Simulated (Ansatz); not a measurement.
**TiTe2 in Ansatz: the effect of functional**

TiTe2:

```
Te Ti
1.0
     3.72595    0.00000    0.00000
    -1.86298    3.22677    0.00000
     0.00000    0.00000    6.41018
Te Ti
2 1
Direct
  0.33333 0.66667 0.73720
  0.66667 0.33333 0.26280
  0.00000 0.00000 0.00000
```

The cell isn't the ideal one: volume scaled by 0.96.

Alike in all runs:

| Item | Value |
| --- | --- |
| Program | Ansatz 0.2.0 |
| Task | single point |
| Potentials or basis | Ansatz PAW |
| k mesh | 8 × 8 × 4 |
| Occupations | fermi-dirac, width 0.05 eV |
| Spin | no spin polarisation |

| functional | cutoff | pressure (GPa) | largest force (eV/Å) |
| --- | --- | --- | --- |
| LDA | 420 eV (not typed: the program's choice for these potentials) | -1.6 | 0.03 |
| r2SCAN | 500 eV (not typed: the program's choice for these potentials) | ? | ? |
| PBE | 420 eV (not typed: the program's choice for these potentials) | 3.8 | 0.38 |

What does the run with functional r2SCAN give?

Pressure 4.0 GPa; largest force 0.15 eV/Å.

Caveats: the PAW data sets come from PBE, with cores solved anew for the run's functional, which leaves a small shift of forces and pressure (some runs); this functional lacks dispersion, which binds the layers, so the pressure and a relaxed spacing across them are unreliable (some runs).
